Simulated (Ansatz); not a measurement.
# Cu2O, space group Pn-3m: a convergence test of the plane-wave cutoff

Program: the Ansatz DFT code, driven from Python.

Run as a notebook:

In [1]:
```python
import ansatz
from tabulate import tabulate
```

In [2]:
```python
crystal = (
    ansatz.Lattice.from_parameters(4.26, 4.26, 4.26, alpha=90.0, beta=90.0, gamma=90.0)
    .atom('Cu', (0.25, 0.25, 0.25))
    .atom('Cu', (0.25, 0.75, 0.75))
    .atom('Cu', (0.75, 0.75, 0.25))
    .atom('Cu', (0.75, 0.25, 0.75))
    .atom('O', (0.0, 0.0, 0.0))
    .atom('O', (0.5, 0.5, 0.5))
)
```

In [3]:
```python
model = (
    crystal.calculation()
    .occupations('fixed')
    .kpoints(6, 6, 6)
    .band_table()
)
```

In [4]:
```python
rows = []
for value in [250, 300, 350, 400, 450]:
    report = model.basis(value).run(threads=1).report
    rows.append((value, report['free_energy_ev'] / len(report['lattice']['sites']), report['n_iterations'], report['gap_by_band_count_ev'], report['n_pw']))
```
```text
DeckWarning: basis.ecutwfc = 250 eV is below the records' recommended 420 eV, and the density's cutoff is lower with it unless basis.ecutrho_ratio is high enough to keep the records' density cutoff: compare with a run at a higher cutoff
DeckWarning: basis.ecutwfc = 300 eV is below the records' recommended 420 eV, and the density's cutoff is lower with it unless basis.ecutrho_ratio is high enough to keep the records' density cutoff: compare with a run at a higher cutoff
DeckWarning: basis.ecutwfc = 350 eV is below the records' recommended 420 eV, and the density's cutoff is lower with it unless basis.ecutrho_ratio is high enough to keep the records' density cutoff: compare with a run at a higher cutoff
DeckWarning: basis.ecutwfc = 400 eV is below the records' recommended 420 eV, and the density's cutoff is lower with it unless basis.ecutrho_ratio is high enough to keep the records' density cutoff: compare with a run at a higher cutoff
```

In [5]:
```python
print(tabulate(rows, headers=['cutoff (eV)', 'F/atom (eV)', 'iterations', 'gap by band count (eV)', 'plane waves'], floatfmt='.4f', tablefmt='grid'))
```
```text
+---------------+---------------+--------------+--------------------------+---------------+
|   cutoff (eV) |   F/atom (eV) |   iterations |   gap by band count (eV) |   plane waves |
+===============+===============+==============+==========================+===============+
|           250 |    -4603.3593 |            9 |                   0.5469 |           739 |
+---------------+---------------+--------------+--------------------------+---------------+
|           300 |    -4605.1793 |            8 |                   0.5222 |           925 |
+---------------+---------------+--------------+--------------------------+---------------+
|           350 |    -4605.4567 |            8 |                   0.5290 |          1189 |
+---------------+---------------+--------------+--------------------------+---------------+
|           400 |    -4605.4919 |            7 |                   0.5335 |          1365 |
+---------------+---------------+--------------+--------------------------+---------------+
|           450 |    -4605.4973 |            8 |                   0.5345 |          1743 |
+---------------+---------------+--------------+--------------------------+---------------+
```

In [6]:
```python
# differences from the last row
for row in rows[:-1]:
    shift = 1000 * (row[1] - rows[-1][1])
    print(f'{row[0]}: {shift:+.2f} meV/atom' + ('  (within 2 meV)' if abs(shift) < 2 else ''))
```
```text
250: +2138.02 meV/atom
300: +318.07 meV/atom
350: +40.59 meV/atom
400: +5.43 meV/atom
```

Spin is left out of this run. Semilocal gaps usually lie well under measured ones. Of the deposited cell: the entry's cell lengths or inner coordinates differ somewhat from later room-temperature determinations. Without a Hubbard U or exact exchange, semilocal functionals often make such 3d compounds metallic or too weakly gapped. No functional is typed, so the default, PBE, holds. The starting cell is as deposited in a crystallographic database; the results hold for this polymorph, which needn't be the stable one. Levels are Kohn-Sham eigenvalues on this mesh. Warnings are shown shortened and without file and line. Shifts are counted from the last row, which is itself no proven limit. The whole script took 21 s on 1 thread of Arm Neoverse V1 (shared host), peak memory 0.41 GiB.
